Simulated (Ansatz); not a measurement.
What settings do to one calculation: F started in the widest void in rocksalt LiF, 55 atoms, charge −1

Ansatz (PAW, plane waves), atoms fixed. The base input:

```yaml
crystal:
  lattice:
    - [0.000000, 6.011388, 6.011388]
    - [6.011388, 0.000000, 6.011388]
    - [6.011388, 6.011388, 0.000000]
  atoms:
    - { symbol: F, position: [0.500599, 0.165920, 0.168501] }
    - { symbol: F, position: [0.166551, 0.498489, 0.502883] }
    - { symbol: F, position: [0.503524, 0.829480, 0.168254] }
    - { symbol: F, position: [0.502602, 0.166448, 0.834268] }
    - { symbol: F, position: [0.825669, 0.505005, 0.500144] }
    - { symbol: F, position: [0.495100, 0.838228, 0.835913] }
    - { symbol: F, position: [0.168741, 0.495691, 0.171509] }
    - { symbol: F, position: [0.501789, 0.169929, 0.499834] }
    - { symbol: F, position: [0.836525, 0.501692, 0.163818] }
    - { symbol: F, position: [0.164071, 0.497138, 0.841518] }
    - { symbol: F, position: [0.500879, 0.836770, 0.498480] }
    - { symbol: F, position: [0.829552, 0.500438, 0.836585] }
    - { symbol: F, position: [0.165351, 0.170882, 0.497664] }
    - { symbol: F, position: [0.502043, 0.502091, 0.165492] }
    - { symbol: F, position: [0.834447, 0.167128, 0.497734] }
    - { symbol: F, position: [0.166684, 0.837154, 0.495602] }
    - { symbol: F, position: [0.505075, 0.498991, 0.832525] }
    - { symbol: F, position: [0.838257, 0.833087, 0.498629] }
    - { symbol: F, position: [0.170570, 0.162288, 0.164106] }
    - { symbol: F, position: [0.838088, 0.163152, 0.162844] }
    - { symbol: F, position: [0.164119, 0.837448, 0.166602] }
    - { symbol: F, position: [0.167730, 0.167705, 0.832229] }
    - { symbol: F, position: [0.500590, 0.497728, 0.498222] }
    - { symbol: F, position: [0.832013, 0.834648, 0.165540] }
    - { symbol: F, position: [0.831008, 0.167564, 0.837139] }
    - { symbol: F, position: [0.168165, 0.830063, 0.838721] }
    - { symbol: F, position: [0.833497, 0.836176, 0.834938] }
    - { symbol: F, position: [0.416806, 0.413488, 0.420112] }
    - { symbol: Li, position: [0.001750, 0.998313, 0.998710] }
    - { symbol: Li, position: [0.665640, 0.999582, 0.997716] }
    - { symbol: Li, position: [0.998392, 0.664822, 0.997506] }
    - { symbol: Li, position: [0.000652, 0.998717, 0.669497] }
    - { symbol: Li, position: [0.335304, 0.334431, 0.332101] }
    - { symbol: Li, position: [0.670025, 0.667042, 0.999059] }
    - { symbol: Li, position: [0.668430, 0.003866, 0.663978] }
    - { symbol: Li, position: [0.997618, 0.663568, 0.668684] }
    - { symbol: Li, position: [0.669122, 0.663863, 0.667905] }
    - { symbol: Li, position: [0.998923, 0.002520, 0.331850] }
    - { symbol: Li, position: [0.329893, 0.339482, 0.998210] }
    - { symbol: Li, position: [0.668989, 0.998082, 0.334520] }
    - { symbol: Li, position: [0.996423, 0.669764, 0.332344] }
    - { symbol: Li, position: [0.332379, 0.331443, 0.671883] }
    - { symbol: Li, position: [0.665484, 0.666273, 0.330012] }
    - { symbol: Li, position: [0.001792, 0.333228, 0.997374] }
    - { symbol: Li, position: [0.336529, 0.000527, 0.334430] }
    - { symbol: Li, position: [0.670420, 0.333154, 0.995522] }
    - { symbol: Li, position: [0.998889, 0.332889, 0.668207] }
    - { symbol: Li, position: [0.335925, 0.666182, 0.331635] }
    - { symbol: Li, position: [0.664011, 0.339299, 0.666773] }
    - { symbol: Li, position: [0.332618, 0.003005, 0.000390] }
    - { symbol: Li, position: [0.996247, 0.335401, 0.333886] }
    - { symbol: Li, position: [0.330979, 0.667357, 0.001080] }
    - { symbol: Li, position: [0.333378, 0.999637, 0.666413] }
    - { symbol: Li, position: [0.661579, 0.334833, 0.333638] }
    - { symbol: Li, position: [0.332036, 0.668704, 0.663364] }
  symmetry: { detect: false }
kpoints:
  mp_grid: { grid: [1, 1, 1], shift: [0.25, 0.25, 0.25] }
hamiltonian:
  xc: pbesol
total_charge: -1
scf:
  occupations: { method: fermi_dirac, width: 0.01 }
output:
  forces: true
  eigenvalues: true
  populations: true
  charged_corrections: { epsilon: 9 }
  eigenstates: { kpoints: [[0.25, 0.25, 0.25]], e_range: [-6.0, 6.0], localisation: true }
  write_density: true
  write_potential: true
  elf: true
  volumetric_format: npy
```

Command:

```sh
ansatz run in.yaml --threads 8 --pin off --max-ram 13300MiB --runs-dir r --events-out ev --progress --plain
```

It converged in 9 iterations and 4.4 s of wall time on 8 threads of a Platinum 8488C processor, on a host shared with other runs; peak host memory 0.96 GiB; largest force component 7.06 eV/Å. The cutoff was the default, 420 eV. The base isn't a converged reference: it has few k points, and its atoms are unrelaxed. Each run below changes the keys shown and caps the iterations.

| run | changed | ending | iterations | free energy less the base (meV per atom) | rms change of forces (eV/Å) | change of pressure (GPa) | wall time (s, shared host) |
| --- | --- | --- | --- | --- | --- | --- | --- |
| 1 | width 0.001 eV, max_iter 60 | converged | 9 | 0.0 | 0.000 | – | 2.7 CPU |
| 2 | mixing algorithm anderson, occupations tetrahedron, max_iter 70, total_charge -3 | converged | 9 | other zero | 0.126 | – | 2.6 CPU |
| 3 | initial_magnetization 2, width 0.001 eV, max_iter 90 | converged | 14 | 0.0 | 0.000 | – | 4.5 CPU |
| 4 | max_iter 50, k points the Γ point alone, total_charge -2 | converged | 9 | other zero | 0.070 | – | 1.5 CPU |
| 5 | xc_grid 2 (2 is the default), width 0.5 eV, max_iter 70 | converged | 8 | -1.9 | 0.086 | – | 2 CPU |
| 6 | accuracy high, initial_magnetization 1, max_iter 60 | converged | 14 | 0.0 | 0.000 | – | 4.4 CPU |
| 7 | occupations gaussian, max_iter 100 | converged | 9 | 0.0 | 0.000 | – | 1.7 CPU |
| 8 | xc_grid 3 (2 is the default), max_iter 70 | converged | 9 | 0.0 | 0.000 | – | 1.9 CPU |

«Other zero»: another functional, charge or dispersion term moves the zero of energy, so the difference says nothing of accuracy.

Q: Which changes leave the result alone, and which of the same physical model moves the forces most?

A: The forces move by under 0.002 eV/Å in runs 1, 3, 6, 7, 8. Run 5 (xc_grid 2 (2 is the default), width 0.5 eV, max_iter 70) moves them most among the runs with the same functional, charge and dispersion term, by 0.086 eV/Å.
